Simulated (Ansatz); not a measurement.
Runs of Ansatz 0.2.0 on EuO2. It takes space group I4/mmm (No. 139, tetragonal). The conventional cell has a = 3.861 Å, b = 3.861 Å, c = 5.477 Å, α = 90.00°, β = 90.00°, γ = 90.00°. Eu (site symmetry 4/mmm) has 8 O at 2.37 Å as nearest neighbours. O (site symmetry -4m2) has 4 Eu at 2.37 Å as nearest neighbours. The cell comes from a database or a generator and needn't be the stable form of this composition.

| level | U | hubbard projectors | double counting | gap on the mesh (eV) | pressure (GPa) | moment (μB) |
| --- | --- | --- | --- | --- | --- | --- |
| r2SCAN+U | Eu f U = 2 eV | ortho-atomic (the default) | fll (the default) | none | (b) | 5.00 |
| r2SCAN+U | Eu f U = 5 eV | ortho-atomic (the default) | fll (the default) | none | 2.5 | 5.00 |
| r2SCAN | - | - | - | none | -2.9 | 5.00 |
| r2SCAN+U | Eu f U = 4 eV | ortho-atomic (the default) | fll (the default) | none | 1.7 | 5.00 |
| r2SCAN+U | Eu f U = 8 eV | ortho-atomic (the default) | fll (the default) | none | (a) | 5.00 |

Alike in all rows: task projected density of states; potentials or basis Ansatz PAW; spin collinear, ferromagnetic start; cell as given; k mesh 10 × 10 × 10; cutoff (eV) 500; smearing fermi-dirac 0.05 eV.

Fill in the values left out.

(a) 4.3; (b) -0.3.

Caveats: the magnetic or orbital state may not be the lowest; spin-orbit coupling is left out, which moves the levels of the heavy elements; a cell with one magnetic atom can't hold antiferromagnetic order, which such compounds often take; the PAW data sets come from PBE, with cores solved anew for the run's functional, which leaves a small shift of forces and pressure; the density of states is complete only up to the lowest level of the last band computed; without U or exact exchange the open f shell lies at the Fermi level, which spoils levels, moments and volumes (some runs).

A k mesh can miss the band edges, and the runs leave out spin-orbit coupling on Eu.

A gap of «none» marks a metal or a gap under the smearing width.
